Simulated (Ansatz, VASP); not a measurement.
**Two plane-wave programs on Zn**

```
Zn
1.0
     3.77113    0.00000    0.00000
     0.00000    3.77113    0.00000
     0.00000    0.00000    3.77113
Zn
3
Direct
  0.00000 0.50000 0.50000
  0.50000 0.00000 0.50000
  0.50000 0.50000 0.00000
```

The cell was built by a generator and needn't be a form met in nature.

Alike in both runs: task relaxation of cell and atoms; functional LDA; k mesh 7 × 7 × 7; occupations fermi-dirac, width 0.05 eV; no spin polarisation.

|  | VASP | Ansatz |
| --- | --- | --- |
| version | VASP 6.6.1 | Ansatz 0.2.0 |
| potentials or method | VASP PAW LDA potentials, release 64 (Zn) | Ansatz PAW |
| plane-wave cutoff (eV) | 600 | 420 |
| valence electrons in the cell | 36 | 36 |

Ansatz gave:

- gap on the k mesh at the Fermi level, each at its own relaxed structure (eV): none
- relaxed volume (Å³/atom): 15.70
- relaxed cell length with the largest relative difference (Å): 3.612
- energy change over the relaxation (meV/atom): -56

**Question.** Estimate VASP's values.

**Answer.** gap on the k mesh at the Fermi level, each at its own relaxed structure (eV): none; relaxed volume (Å³/atom): 15.81; relaxed cell length with the largest relative difference (Å): 3.620; energy change over the relaxation (meV/atom): -51.

A gap of «none» marks a metal or a gap that the smearing closes.

Caveats: the plane-wave basis is chosen anew once the cell has moved, so the energies of steps on either side of that aren't comparable (Ansatz); the PAW data sets come from PBE, with cores solved anew for the run's functional, which leaves a small shift of forces and pressure (Ansatz).
